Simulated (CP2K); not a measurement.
C:

```xyz
8
Lattice="2.5221 0.0000 0.0000 -1.2611 2.1842 0.0000 0.0000 0.0000 8.2371" Properties=species:S:1:pos:R:3 pbc="T T T"
C     1.2611    0.7281    6.9501
C     0.0000    1.4561    2.8315
C     1.2611    0.7281    5.4056
C     0.0000    1.4561    1.2870
C     0.0000    0.0000    7.4649
C     0.0000    0.0000    3.3463
C     0.0000    0.0000    4.8908
C     0.0000    0.0000    0.7722
```

This is a hexagonal form of diamond, not graphite.

Base run:

* Program: CP2K 2026.2
* Functional: PBE
* Potentials or basis: POTENTIAL_UZH C GTH-PBE-q4; TZVP-MOLOPT-PBE-GTH basis
* Density cutoff: 6123 eV
* k mesh: 12 × 12 × 4
* Occupations: fermi-dirac, width 0.05 eV
* Spin: no spin polarisation

Its results: band gap on the k mesh 4.86 eV, indirect (least direct gap 5.30 eV); pressure 4.3 GPa; largest force 0.339 eV/Å.

Problem. The run is repeated on the same cell with these changes: functional from PBE to RPBE; ngrids from 4 to 5. What comes out?

Solution. Band gap on the k mesh 4.93 eV, indirect (least direct gap 5.31 eV); pressure 5.8 GPa; largest force 0.335 eV/Å.

Caveats: the basis of atomic orbitals isn't converged, which shifts pressures, moduli and gaps; the potentials were made for another functional, which shifts forces and pressure (some runs).

Not every run made on this cell is shown here.
